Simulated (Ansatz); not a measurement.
# ZnSnO2: the cost of one run

Computed with Ansatz 0.2.0 (DFT PBE, scalar-relativistic, plane waves, PAW, unless a step's input says otherwise).

**1. Starting point**

It takes space group P6/mmm (No. 191, hexagonal). The conventional cell has a = 3.473 Å, b = 3.473 Å, c = 6.763 Å, α = 90.00°, β = 90.00°, γ = 120.00°. Zn (site symmetry 6/mmm) is surrounded by 2 O at 1.50 Å. Around Sn (site symmetry 6/mmm) lie 2 O at 1.88 Å. O (site symmetry 6mm) has 1 Zn at 1.50 Å and 1 Sn at 1.88 Å as nearest neighbours.

As a file:

```cif
data_structure
_symmetry_space_group_name_H-M 'P6/mmm'
_symmetry_Int_Tables_number 191
_cell_length_a 3.4729
_cell_length_b 3.4729
_cell_length_c 6.7633
_cell_angle_alpha 90.000
_cell_angle_beta 90.000
_cell_angle_gamma 120.000
_cell_volume 70.64
loop_
_atom_site_label
_atom_site_type_symbol
_atom_site_symmetry_multiplicity
_atom_site_Wyckoff_symbol
_atom_site_fract_x
_atom_site_fract_y
_atom_site_fract_z
_atom_site_occupancy
Zn1 Zn 1 b 0.00000 0.00000 0.50000 1
Sn1 Sn 1 a 0.00000 0.00000 0.00000 1
O1 O 2 e 0.00000 0.00000 0.72248 1
```

Recipe of the guess: random cell by space group and Wyckoff sites (P6/mmm, No. 191). Its size is a rough estimate.

**2. A first look at the guess**

Contents of input.yaml:

```yaml
crystal:
  lattice:
    - [3.47286124, 0.0, 0.0]
    - [-1.73643062, 3.00758606, 0.0]
    - [0.0, 0.0, 6.76326988]
  atoms:
    - { symbol: Zn, position: [0.0, 0.0, 0.5] }
    - { symbol: Sn, position: [0.0, 0.0, 0.0] }
    - { symbol: O, position: [0.0, 0.0, 0.72248154] }
    - { symbol: O, position: [0.0, 0.0, 0.27751846] }
basis:
  ecutwfc: 420
kpoints:
  mp_grid: { grid: [6, 6, 4] }
hamiltonian:
  xc: pbe
scf:
  occupations: { method: gaussian, width: 0.1 }
  lower_state_search: "off"
output:
  forces: true
  stress: true
  eigenvalues: true
```

Started as:

```sh
$ ansatz run input.yaml --threads 1 --pin off --max-ram 2560MiB --backend cpu --events-out ev --progress --plain --runs-dir out
```

Q: Estimate wall time and peak memory on 1 thread of Intel Xeon at 2.70GHz, shared host.

About 4.5 s, with a peak of 0.38 GiB.
